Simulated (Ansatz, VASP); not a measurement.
One calculation of Se, two programs

Contents of INCAR:

```
SYSTEM = Se
ALGO     = Normal         ! electronic algorithm
EDIFF    = 1E-6           ! SCF threshold, eV
ENCUT    = 520            ! plane-wave cutoff, eV
GGA      = PE             ! functional
ISIF     = 2              ! what is computed and relaxed
ISMEAR   = -1             ! smearing method
LASPH    = .True.         ! aspherical terms in the spheres
LCHARG   = .False.        ! write CHGCAR
LREAL    = .False.        ! projectors in reciprocal space
LWAVE    = .False.        ! write WAVECAR
NBANDS   = 9              ! bands
NELM     = 80             ! most SCF steps
PREC     = Accurate       ! precision mode
SIGMA    = 0.08           ! smearing width, eV
```

File KPOINTS:

```
k-points
0
Gamma
  15 15 15
  0 0 0
```

File POSCAR:

```
Se
1.0
    2.7515013665      0.0000000000      0.0000000000
    0.0000000000      2.7515013665      0.0000000000
    0.0000000000      0.0000000000      2.7515013665
Se
1
Direct
    0.0000000000      0.0000000000      0.0000000000
```

Input for Ansatz:

```yaml
crystal:
  lattice:
    - [2.7515013665, 0.0, 0.0]
    - [0.0, 2.7515013665, 0.0]
    - [0.0, 0.0, 2.7515013665]
  atoms:
    - { symbol: Se, position: [0.0, 0.0, 0.0] }
kpoints:
  mp_grid: { grid: [15, 15, 15] }
scf:
  occupations: { method: fermi_dirac, width: 0.08 }
hamiltonian:
  xc: pbe
  pseudopotentials: { kind: all_electron, lapw: { basis_error: 0.001 } }
output:
  forces: true
  stress: true
  eigenvalues: true
  populations: true
```

Change from the starting cell: volume scaled by 0.92, LAPW.

Alike in both runs: task single point; functional PBE; k mesh 15 × 15 × 15; occupations fermi-dirac, width 0.08 eV; no spin polarisation.

```csv
,VASP,Ansatz
version,VASP 6.6.1,Ansatz 0.2.0
potentials or method,"VASP PAW PBE potentials, release 64 (Se)","all-electron LAPW, scalar-relativistic"
plane-wave cutoff (eV),520,see its input
```

|  | VASP | Ansatz | Ansatz less VASP |
| --- | --- | --- | --- |
| pressure (GPa) | 7.2 | 7.1 | -0.07 |

Ansatz ran all-electron here, so the differences hold the error of VASP's frozen core and of both bases.
